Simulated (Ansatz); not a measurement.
The cell is COD entry 1010880, as deposited and not checked against the literature; nothing was relaxed. It is an old determination, and later ones may differ.

An input for CaSe: DFT, LDA, PAW with Ansatz's default frozen-core files, scalar-relativistic (Ansatz 0.2.0). The PAW files were made with PBE; their cores are remade for this functional.

Command: `ansatz run input.yaml --threads 1 --pin off --max-ram 2048MiB --backend cpu --events-out ev --progress --plain --runs-dir out` The run took 2.7 s on 1 thread of Intel(R) Xeon(R) 6975P-C (Granite Rapids), with other jobs on the host, peak memory 0.41 GiB.

```yaml
crystal:
  lattice:
    - [0.0, 2.956, 2.956]
    - [2.956, 0.0, 2.956]
    - [2.956, 2.956, 0.0]
  atoms:
    - { symbol: Ca, position: [0.0, 0.0, 0.0] }
    - { symbol: Se, position: [0.5, 0.5, 0.5] }
kpoints:
  mp_grid: { grid: [7, 7, 7] }
  band_path:
    path:
      - [0.0, 0.0, 0.0]
      - [0.5, 0.0, 0.5]
      - [0.625, 0.25, 0.625]
      - [0.375, 0.375, 0.75]
      - [0.0, 0.0, 0.0]
      - [0.5, 0.5, 0.5]
      - [0.5, 0.25, 0.75]
      - [0.5, 0.0, 0.5]
    npoints: 5
scf:
  occupations: { method: fermi_dirac, width: 0.02 }
hamiltonian:
  xc: lda
  pseudopotentials: { kind: paw }
output:
  forces: true
  stress: true
  eigenvalues: true
  efg: { contact_densities: true }
  write_density: true
  write_potential: true
  elf: true
  volumetric_format: npy
```

Set-up and iterations as logged by Ansatz (the results part is left out, to be predicted):

```
Engine: ansatz 0.2.0
Pseudopotentials: kind: paw
Pseudopotential: Ca, paw, valence charge 10, recommended cutoff 420 eV (normal)
Pseudopotential: Se, paw, valence charge 16, recommended cutoff 420 eV (normal)
Functional definition: SPW92
  exchange = slater_x
  correlation = pw_c
Crystal: 2 atoms, lattice volume = 51.659 Å³
Basis set: ecut = 420 eV, 965 PW (Γ)
Bands: 17, of which v1, the nominal top of the filled ones, is band 13 counted from 1 (12 counted from 0)
Symmetry: 48 space group operations
Space group: Fm-3m (ITA 225), of the structure as read, at distance tolerance 3.7e-5 Å
k-points: 20 of 343
Non-local potential: Ca, projectors of the file, l = 0: 3, l = 1: 2, l = 2: 2
Non-local potential: Se, projectors of the file, l = 0: 2, l = 1: 2, l = 2: 3, l = 3: 1
PAW form: soft (Blöchl's): semilocal exchange-correlation on the pseudo side does not see the compensation charge
PAW frozen core: Ca, regenerated for the run's functional, and the local potential with it (the file was generated under x = pbe(κ = 0.804, μ = 0.2195149727645171), c = pbe(β = 0.06672455060314922))
PAW frozen core: Se, regenerated for the run's functional, and the local potential with it (the file was generated under x = pbe(κ = 0.804, μ = 0.2195149727645171), c = pbe(β = 0.06672455060314922))
PAW one-centre angular grid: Ca, 110 points (default); XC on 64 Gauss nodes
PAW one-centre angular grid: Se, 590 points (default); XC on 64 Gauss nodes
Initial density: superposition of atomic densities (neutral atoms: chi_scale 0, normalization atom), corrected by the library's trained network
Initial wavefunctions: pseudopotential atomic-orbital guess
Functional: x = slater, c = lda
SCF iter   1: F=—  HF=-7160.061132 eV  |F-HF|=—  |Δ(HF+E_count)|=         —  Δρ=4.73e-3  dr2=6.09e-3  ethr=1.77e-3  ⟨swp⟩=7.0  Hψ=1997  notcnv=0
SCF iter   2: F=—  HF=-7160.059870 eV  |F-HF|=—  |Δ(HF+E_count)|=   1.26e-3  Δρ=2.25e-3  dr2=1.27e-3  ethr=2.34e-5  ⟨swp⟩=2.9  Hψ=737  notcnv=0
SCF iter   3: F=—  HF=-7160.059787 eV  |F-HF|=—  |Δ(HF+E_count)|=   8.29e-5  Δρ=5.63e-4  dr2=1.87e-4  ethr=4.90e-6  ⟨swp⟩=2.0  Hψ=457  notcnv=0
SCF iter   4: F=—  HF=-7160.059719 eV  |F-HF|=—  |Δ(HF+E_count)|=   6.77e-5  Δρ=1.22e-4  dr2=5.51e-6  ethr=7.20e-7  ⟨swp⟩=2.2  Hψ=579  notcnv=0
SCF iter   5: F=—  HF=-7160.059720 eV  |F-HF|=—  |Δ(HF+E_count)|=   7.03e-7  Δρ=1.77e-5  dr2=7.53e-8  ethr=2.12e-8  ⟨swp⟩=2.0  Hψ=600  notcnv=0
SCF iter   6: F=-7160.059720 eV  HF=-7160.059720 eV  |F-HF|=3.39e-9  |Δ(HF+E_count)|=   2.16e-8  Δρ=5.06e-6  dr2=7.01e-9  ethr=2.90e-10  ⟨swp⟩=5.3  Hψ=1929  notcnv=0
```

**Question.** What pressure will this run report?

**Answer.** -3.12 GPa (positive in compression).

**Question.** Is there a band gap?

**Answer.** 1.88 eV, indirect from Γ to X (0.5, 0, 0.5).
